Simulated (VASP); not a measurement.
# Se (R-3m) in VASP: a series of runs

One crystal, Se, is run at these levels: PBE; tasks: relaxation of cell and atoms.

Program: VASP 6.6.1. These are calculated values, not measurements. Logs are shortened: lines on timing, memory, paths and dates and some standing lists are left out, and cuts for length are marked.

### 1 The crystal as given

Symmetry: R-3m, No. 166, trigonal system. Conventional cell: a = 3.850 Å, b = 3.850 Å, c = 2.645 Å, α = 90.00°, β = 90.00°, γ = 120.00°. Around Se (site symmetry -3m) lie 8 Se at 2.39 to 2.65 Å.

This isn't the form of Se at room conditions, which is trigonal, of chains.

### 2 Relaxation of cell and atoms, PBE, target pressure 110 GPa, at which the enthalpy is minimised

The input, INCAR:

```
ALGO     = Normal         # electronic algorithm
EDIFF    = 1E-7           # SCF threshold, eV
EDIFFG   = -0.002         # ionic threshold
ENCUT    = 520            # plane-wave cutoff, eV
GGA      = PE             # functional
IBRION   = 2              # ionic algorithm
ISIF     = 3              # what is computed and relaxed
ISMEAR   = 0              # smearing method
LASPH    = True           # aspherical terms in the spheres
LCHARG   = False          # write CHGCAR
LREAL    = False          # projectors in reciprocal space
LWAVE    = False          # write WAVECAR
NELM     = 60             # most SCF steps
NSW      = 80             # ionic steps
PREC     = Accurate       # precision mode
PSTRESS  = 1100.0       
SIGMA    = 0.02           # smearing width, eV
```

The input, KPOINTS:

```
k-points
0
Gamma
  6 6 6
```

The input, POSCAR:

```
Se
1.0
    1.9250000000      1.1113992700      0.8816666700
   -1.9250000000      1.1113992700      0.8816666700
    0.0000000000     -2.2227985400      0.8816666700
Se
1
Direct
    0.0000000000      0.0000000000      0.0000000000
```

Potentials or basis: VASP PAW PBE potentials, release 64 (Se).

Command:

```
$ cat potpaw_PBE.64/Se/POTCAR > POTCAR
$ mpirun -np 1 vasp_std > vasp.out
```

OUTCAR:

```text
EDIFF = 1E-7
   EDIFFG = -0.002
   ENCUT = 520
   GGA = PE
   IBRION = 2
   ISIF = 3
   ISMEAR = 0
   LASPH = True
   LREAL = False
   NELM = 60
   NSW = 80
   PREC = Accurate
   PSTRESS = 1100.0

 ion  position               nearest neighbor table
   1  0.000  0.000  0.000-

  LATTYP: Found a trigonal (rhomboedric) cell.
 ALAT       =     2.3912694232
 COS(alpha) =    -0.2960878580

  Lattice vectors:

 A1 = (   1.9250000000,   1.1113992700,   0.8816666700)
 A2 = (  -1.9250000000,   1.1113992700,   0.8816666700)
 A3 = (   0.0000000000,  -2.2227985400,   0.8816666700)

Analysis of symmetry for initial positions (statically):
=====================================================================
 Subroutine PRICEL returns:
 Original cell was already a primitive cell.

 Routine SETGRP: Setting up the symmetry group for a
 trigonal (rhombohedral) supercell.

 Subroutine GETGRP returns: Found 12 space group operations
 (whereof 12 operations were pure point group operations)
 out of a pool of 12 trial point group operations.

The static configuration has the point symmetry D_3d.

Analysis of symmetry for dynamics (positions and initial velocities):
=====================================================================
 Subroutine PRICEL returns:
 Original cell was already a primitive cell.

 Routine SETGRP: Setting up the symmetry group for a
 trigonal (rhombohedral) supercell.

 Subroutine GETGRP returns: Found 12 space group operations
 (whereof 12 operations were pure point group operations)
 out of a pool of 12 trial point group operations.

The dynamic configuration has the point symmetry D_3d.

 Subroutine INISYM returns: Found 12 space group operations
 (whereof 12 operations are pure point group operations),
 and found     1 'primitive' translations

----------------------------------------------------------------------------------------

                                     Primitive cell

  volume of cell :      11.3177

  direct lattice vectors                    reciprocal lattice vectors
     1.925000000  1.111399270  0.881666670     0.259740260  0.149961109  0.378071832
    -1.925000000  1.111399270  0.881666670    -0.259740260  0.149961109  0.378071832
     0.000000000 -2.222798540  0.881666670     0.000000000 -0.299922217  0.378071832

[... 95 lines left out ...]
   EFERMI =   0.00;   METHOD = LEGACY
   ISMEAR =     0;   SIGMA  =   0.02  broadening in eV -4-tet -1-fermi 0-gaus
   EFERMI_NEDOS =   21; number of points for ismear=-14 and -15
   IALGO  =     38    algorithm
   IMIX   =      4    mixing-type and parameters
     AMIX     =   0.40;   BMIX     =  1.00
     AMIX_MAG =   1.60;   BMIX_MAG =  1.00
  volume/ion in A,a.u.               =      11.32        76.38
  Fermi-wavevector in a.u.,A,eV,Ry     =   1.324971  2.503832 23.885687  1.755548
  Thomas-Fermi vector in A             =   2.454466
   LORBIT       =      0    0 simple, 1 ext, 2 COOP (PROOUT), +10 PAW based schemes
   GGA     = PE    functional components
   LHFCALC =     F    Hartree Fock is set to
   AEXX    =    0.0000 exact exchange contribution
   IVDW    =     0    specifies the selected vdW correction
   LEPSILON=     F    determine dielectric tensor
   LRPA    =     F    only Hartree local field effects (RPA)
 conjugate gradient relaxation of ions
 non-spin polarized calculation
 Gauss-broadening in eV      SIGMA  =   0.02
  energy-cutoff  :      520.00
  volume of cell :       11.32
 maximum number of plane-waves:       314
 NGX is ok and might be reduce to    18
   NGX =  9   NGY =  9   NGZ =  9

--------------------------------------- Ionic step        1  -------------------------------------------

 number of electron       6.0000000 magnetization

 Free energy of the ion-electron system (eV)
  ---------------------------------------------------
  ext. energy  EPLUGINS =         0.00000000
  ---------------------------------------------------
  free energy    TOTEN  =        -0.34571082 eV

  energy without entropy =       -0.34571063  energy(sigma->0) =       -0.34571073

------------------------ aborting loop because EDIFF is reached ----------------------------------------

  FORCE on cell =-STRESS in cart. coord.  units (eV):
  Direction    XX          YY          ZZ          XY          YZ          ZX
  --------------------------------------------------------------------------------------
  -------------------------------------------------------------------------------------
  Total       11.0159405     11.0159405     10.9297531      0.0000000      0.0000000      0.0000000
  in kB     1559.4650550   1559.4650601   1547.2639944      0.0000000      0.0000000      0.0000000
  external PRESSURE =     455.3980365 kB  Pullay stress =    1100.0000000 kB
[... 24 lines left out ...]
--------------------------------------- Ionic step        2  -------------------------------------------

 number of electron       5.9999998 magnetization

 E-fermi :   7.7678     XC(G=0): -11.2990

 val. band max:        7.7678039882   @ k =  -0.3333   0.1667  -0.0000
 cond. band min:       7.9012263593   @ k =   0.5000   0.3333   0.1667
 fundamental gap:      0.1334223710
 Fermi energy:         7.7678039883

 k-point     1 :       0.0000    0.0000    0.0000
  band No.  band energies     occupation
      1     -10.1554      2.00000
      2      10.3400      0.00000
      3      11.6870      0.00000
      4      11.6870      0.00000
      5      19.1542      0.00000
      6      19.1542      0.00000
      7      19.6117      0.00000
[... 299 lines left out ...]
  energy  without entropy=       -1.3018993185  energy(sigma->0) =       -1.30225931

  enthalpy is  TOTEN    =         7.2968017125 eV   P V=        8.5994210054

[... ionic steps 4 to 14 ...]

--------------------------------------- Ionic step       15  -------------------------------------------

 number of electron       6.0000001 magnetization

------------------------ aborting loop because EDIFF is reached ----------------------------------------
[... 69 lines left out ...]
--------------------------------------- Ionic step       17  -------------------------------------------

 number of electron       6.0000001 magnetization

 Free energy of the ion-electron system (eV)
  ---------------------------------------------------
  ext. energy  EPLUGINS =         0.00000000
  ---------------------------------------------------
  free energy    TOTEN  =        -1.27067955 eV

  energy without entropy =       -1.27033983  energy(sigma->0) =       -1.27050969

 E-fermi :  13.0781     XC(G=0): -12.9630

 val. band max:       13.0624018540   @ k =  -0.1667   0.1667   0.1667
 cond. band min:      13.0937100624   @ k =   0.5000   0.3333   0.3333
 fundamental gap:      0.0313082085
 Fermi energy:        13.0780559582

 k-point     1 :       0.0000    0.0000    0.0000
  band No.  band energies     occupation
      1      -9.1404      2.00000
      2      17.2690      0.00000
      3      19.7346      0.00000
      4      19.7346      0.00000
      5      24.3677      0.00000
      6      24.3677      0.00000
      7      27.4126      0.00000
[... 262 lines left out ...]
  energy  without entropy=       -1.2703398327  energy(sigma->0) =       -1.27050969

  enthalpy is  TOTEN    =         7.2516735153 eV   P V=        8.5223530685

 reached required accuracy - stopping structural energy minimisation
```

Run time: 19 s. Hardware: 1 thread of AMD EPYC 9R45 (Zen 5), shared host; peak memory 0.09 GiB.

Results:

| Quantity | Value |
| --- | --- |
| Free energy | -1.2707 eV |
| Relaxed volume | 12.41 Å³/atom |
| Relaxed cell | a = 2.439 Å, b = 2.439 Å, c = 2.439 Å, α = 105.97°, β = 105.97°, γ = 105.97° |
| Space group after relaxing (to 0.05 Å) | R-3m (No. 166) |
| Energy change on relaxing (the enthalpy is what falls) | -925.0 meV/atom |
| Ionic steps | 17 |
| Pressure after relaxing | 110.0 GPa |
| Band gap on the k mesh | none (metal or under the smearing width) |

The path:
```
step  energy change (eV)  largest force (eV/Å)  pressure (GPa)  volume (Å³)
   1              0.0000                0.0000          155.54        11.32
   2             -2.4659                0.0000           16.01        17.45
   3             -0.9569                0.0000          102.85        12.53
   4             -0.8331                0.0000          109.68        12.34
   5             -1.0830                0.0000          102.17        12.65
   6             -1.0493                0.0000          103.07        12.60
   7             -1.0306                0.0000          103.83        12.57
   8             -0.5585                0.0000          131.01        11.93
   9             -0.9235                0.0000          110.05        12.41
  10             -0.9213                0.0000          110.18        12.41
  11             -0.9329                0.0000          109.56        12.42
  12             -0.9249                0.0000          109.98        12.41
  13             -0.9252                0.0000          109.98        12.41
  14             -0.9255                0.0000          109.96        12.41
  15             -0.9253                0.0000          109.96        12.41
  16             -0.9247                0.0000          110.01        12.41
  17             -0.9250                0.0000          109.99        12.41
```

Final structure:
```xyz
1
Lattice="1.9479 1.1246 0.9444 -1.9479 1.1246 0.9444 0.0000 -2.2492 0.9444" Properties=species:S:1:pos:R:3 pbc="T T T"
Se    0.0000    0.0000    0.0000
```

Caveat: the k mesh is coarse (spacing up to 0.51 Å⁻¹), so the values aren't converged; the cell is relaxed towards a set pressure, so the enthalpy falls and the energy may rise. Zero-point motion and thermal expansion aren't in these numbers.

### 3 Relaxation of cell and atoms, PBE, target pressure 110 GPa, at which the enthalpy is minimised

This run uses another cell than the first one, of 12.41 Å³/atom, 1.097 times its volume.

INCAR is that of step 2.

KPOINTS is that of step 2.

The input, POSCAR:

```
Se                                      
1.0
    1.9478791815      1.1246085760      0.9444147520
   -1.9478791815      1.1246085760      0.9444147520
   -0.0000000000     -2.2492171521      0.9444147520
  Se            
     1
Direct
     0.0000000000000000    0.0000000000000000    0.0000000000000000
```

Potentials or basis: VASP PAW PBE potentials, release 64 (Se).

Command:

```
$ cat potpaw_PBE.64/Se/POTCAR > POTCAR
$ mpirun -np 1 vasp_std > vasp.out
```

It took 3 s on 1 thread of AMD EPYC 9R45 (Zen 5), shared host; peak memory 0.08 GiB.

Results (log left out):

```yaml
Free_energy: -1.2709 eV
Pressure_after_relaxing: 110.0 GPa
Band_gap_on_the_k_mesh: none (metal or under the smearing width)
```

Final structure:
```
CELL_PARAMETERS angstrom
1.94788 1.12461 0.94441
-1.94788 1.12461 0.94441
0.00000 -2.24922 0.94441
ATOMIC_POSITIONS crystal
Se 0.00000 0.00000 0.00000
```

Levels at points of the mesh, in eV from the Fermi level:
| k point | band 1 | band 2 | band 3 | band 4 | band 5 | band 6 |
| --- | --- | --- | --- | --- | --- | --- |
| (0.00, 0.00, 0.00) | -22.22 | 4.19 | 6.66 | 6.66 | 11.29 | 11.29 |
| (0.50, 0.00, 0.00) | -16.09 | -12.13 | 2.06 | 4.56 | 8.05 | 9.47 |
| (0.50, 0.50, 0.00) | -13.57 | -11.41 | -2.43 | 3.86 | 5.09 | 10.39 |
| (0.50, 0.50, 0.50) | -8.18 | -6.44 | -6.44 | -3.87 | 1.34 | 1.34 |

Caveat: the k mesh is coarse (spacing up to 0.48 Å⁻¹), so the values aren't converged; the relaxation stopped at its first step, so nothing moved; the cell is relaxed towards a set pressure, so the enthalpy falls and the energy may rise.
